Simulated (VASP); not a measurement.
Crystal: MoS2.

```
CELL_PARAMETERS angstrom
1.59215 0.91923 6.48210
-1.59215 0.91923 6.48210
0.00000 -1.83846 6.48210
ATOMIC_POSITIONS crystal
Mo 0.00022 0.00022 0.00022
S 0.58707 0.58707 0.58707
S 0.74670 0.74670 0.74670
```

Measurements of this composition are mostly on another form, of space group No. 194.

| Item | Value |
| --- | --- |
| Program | VASP 6.6.1 |
| Task | relaxation of cell and atoms |
| Functional | PBEsol |
| Potentials or basis | VASP PAW PBE potentials, release 64 (Mo_sv, S) |
| Cutoff | 300 eV |
| k mesh | 12 × 12 × 12 |
| Occupations | gaussian, width 0.02 eV |
| Spin | no spin polarisation |

At the start: pressure -3.5 GPa; volume 18.97 Å³/atom.

Where does the relaxation end?

Over 38 steps the energy falls by 10.0 meV/atom and the volume is 17.55 Å³/atom (-7.5 %); space group R3m (No. 160, to 0.05 Å).

The path:
```csv
step,energy change (eV),largest force (eV/Å),pressure (GPa),volume (Å³)
1,0.0000,0.1270,-3.51,56.92
2,0.0222,0.8941,6.31,53.56
3,-0.0172,0.2585,0.11,55.55
4,-0.0214,0.0002,-0.18,55.25
5,-0.0216,0.0450,-0.13,55.30
6,-0.0220,0.0544,-0.03,55.18
7,-0.0232,0.0839,0.28,54.82
8,-0.0245,0.1448,0.94,54.10
9,-0.0228,0.2765,2.44,52.66
10,-0.0245,0.1861,1.35,53.72
11,-0.0246,0.1849,1.35,53.71
12,-0.0248,0.1811,1.33,53.68
13,-0.0252,0.1732,1.30,53.62
14,-0.0258,0.1578,1.23,53.49
15,-0.0270,0.1276,1.11,53.24
16,-0.0287,0.0694,0.88,52.75
17,-0.0283,0.0460,0.57,51.75
18,-0.0291,0.0275,0.77,52.32
19,-0.0295,0.0107,0.52,52.45
20,-0.0299,0.0261,0.00,52.75
21,-0.0299,0.0292,-0.04,52.78
22,-0.0300,0.0167,-0.01,52.78
23,-0.0300,0.0121,0.06,52.80
24,-0.0300,0.0076,0.01,52.81
25,-0.0300,0.0047,-0.03,52.82
26,-0.0300,0.0054,-0.02,52.82
27,-0.0301,0.0077,-0.01,52.81
28,-0.0301,0.0123,0.01,52.78
29,-0.0301,0.0215,0.04,52.74
30,-0.0301,0.0169,0.03,52.76
31,-0.0301,0.0165,0.02,52.76
32,-0.0301,0.0150,0.02,52.76
33,-0.0301,0.0123,0.00,52.75
34,-0.0301,0.0069,-0.03,52.73
35,-0.0301,0.0040,-0.10,52.69
36,-0.0301,0.0006,-0.07,52.71
37,-0.0301,0.0009,-0.05,52.69
38,-0.0301,0.0015,0.00,52.64
```

Final structure:
```cif
data_structure
_symmetry_space_group_name_H-M 'P 1'
_symmetry_Int_Tables_number 1
_cell_length_a 6.4243
_cell_length_b 6.4243
_cell_length_c 6.4243
_cell_angle_alpha 28.295
_cell_angle_beta 28.295
_cell_angle_gamma 28.295
_cell_volume 52.64
loop_
_atom_site_label
_atom_site_type_symbol
_atom_site_fract_x
_atom_site_fract_y
_atom_site_fract_z
_atom_site_occupancy
Mo1 Mo 0.00024 0.00024 0.00024 1
S1 S 0.58260 0.58260 0.58260 1
S2 S 0.75116 0.75116 0.75116 1
```

Caveat: the cutoff is under 1.25 times the usual one of these potentials, so pressure, stress and relaxed cells hold a basis-set (Pulay) error; the PAW data sets were made with another functional, which shifts forces and pressure a little.
